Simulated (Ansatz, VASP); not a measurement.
One calculation of ZnO (zincite), two programs

```
Zn O
1.0
     3.29207    0.00000    0.00000
    -1.64603    2.85101    0.00000
     0.00000    0.00000    5.27421
Zn O
2 2
Cartesian
  1.6460 0.9503 0.0000
  0.0000 1.9007 2.6371
  0.0000 1.9007 4.6361
  1.6460 0.9503 1.9990
```

Change from the starting cell: volume scaled by 1.04.

Alike in both runs: task single point; functional PBE; k mesh 9 × 9 × 5; occupations fermi-dirac, width 0.05 eV; no spin polarisation.

```csv
,VASP,Ansatz
version,VASP 6.6.1,Ansatz 0.2.0
potentials or method,"VASP PAW PBE potentials, release 64 (Zn, O), cutoff 520 eV","all-electron LAPW, scalar-relativistic"
```

Ansatz gave:

* gap on the k mesh at the Fermi level (eV): 0.76
* least direct gap on the mesh (eV): 0.76
* pressure (GPa): -0.6
* largest component of the traceless stress (GPa): 1.00
* rms of the force components (eV/Å): 0.032

Task: What did VASP give for the same quantities?

Result: gap on the k mesh at the Fermi level (eV): 0.73; least direct gap on the mesh (eV): 0.73; pressure (GPa): 0.4; largest component of the traceless stress (GPa): 1.05; rms of the force components (eV/Å): 0.035.

Atom by atom the forces differ by 0.002 eV/Å (rms over components). Ansatz ran all-electron here, so the differences hold the error of VASP's frozen core and of both bases.
